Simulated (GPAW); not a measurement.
Runs of GPAW 26.7.0 on Ga. The structure is tetragonal, space group I4/mmm (No. 139). Conventional cell: a = 2.769 Å, b = 2.769 Å, c = 4.622 Å, α = 90.00°, β = 90.00°, γ = 90.00°. Around Ga (site symmetry 4/mmm) lie 12 Ga at 2.77 to 3.03 Å. This isn't the form of Ga at room conditions, which is orthorhombic.

```csv
task,level,potentials or basis,smearing,eigensolver,k mesh for the DOS,dos width,band path,band points,gap on the mesh (eV),pressure (GPa)
single point,PBEsol,"PAW data sets generated in the run's folder for this functional, pw",gaussian 0.05 eV,-,-,-,-,-,none,0.1
density of states,PBE+D4,"GPAW PAW data sets (gpaw-data 1.2.1), pw",gaussian 0.05 eV,-,19 × 19 × 19,0.1 eV,-,-,none,-0.6
single point,RPBE,"the program's PAW data sets (release 1.2.1) made for this functional, pw",gaussian 0.05 eV,-,-,-,-,-,none,5.8
band structure,RPBE+D4,"the program's PAW data sets (release 1.2.1) made for this functional, pw",gaussian 0.05 eV,-,-,-,"GXYSGZS1NPY1Z,XP",100,-,(a)
single point,PBEsol,"PAW data sets generated in the run's folder for this functional, pw",gaussian 0.02 eV,-,-,-,-,-,none,0.1
```

Alike in all rows: no spin polarisation; cell as given; k mesh 13 × 13 × 13; cutoff (eV) 600.

**Question.** Fill in the values left out.

**Answer.** (a) -2.2.

Caveats: pairwise dispersion overbinds metals, which lowers pressure and volume (some runs).

A k mesh can miss the band edges, and the runs leave out spin-orbit coupling on Ga.

A gap of «none» marks a metal or a gap under the smearing width.
